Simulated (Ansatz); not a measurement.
Runs of Ansatz 0.2.0 on AlRu. The structure is cubic, space group Pm-3m (No. 221). Conventional cell: a = 2.992 Å, b = 2.992 Å, c = 2.992 Å, α = 90.00°, β = 90.00°, γ = 90.00°. Around Ru (site symmetry m-3m) lie 8 Al at 2.59 Å. Around Al (site symmetry m-3m) lie 8 Ru at 2.59 Å. 

```csv
task,level,cell,k mesh,cutoff (eV),points for each segment of the path,gap on the mesh (eV),pressure (GPa),relaxed volume (Å³/atom)
phonons,LDA,as given,7 × 7 × 7,420,-,none,-,-
band structure,revPBE,as given,9 × 9 × 9,420,14,none,(b),-
band structure,RPBE,as given,9 × 9 × 9,420,14,none,(a),-
band structure,r2SCAN,as given,9 × 9 × 9,500,14,none,-2.0,-
relaxation of cell and atoms,revPBE,relaxed,9 × 9 × 9,420,-,none,0.0,13.73
relaxation of cell and atoms,BLYP,relaxed,9 × 9 × 9,420,-,none,0.0,14.00
band structure,BLYP,as given,9 × 9 × 9,420,14,none,9.1,-
relaxation of cell and atoms,RPBE,relaxed,9 × 9 × 9,420,-,none,0.0,13.79
```

Alike in all rows: potentials or basis Ansatz PAW; no spin polarisation; smearing fermi-dirac 0.05 eV.

Q: Fill in the values left out.

A: (a) 6.1; (b) 5.2.

Caveats: the PAW data sets come from PBE, with cores solved anew for the run's functional, which leaves a small shift of forces and pressure; the plane-wave basis is chosen anew once the cell has moved, so the energies of steps on either side of that aren't comparable (some runs).

A k mesh can miss the band edges, and the runs leave out spin-orbit coupling on Ru.

A gap of «none» marks a metal or a gap under the smearing width.

Runs at the PBE level aren't shown here.
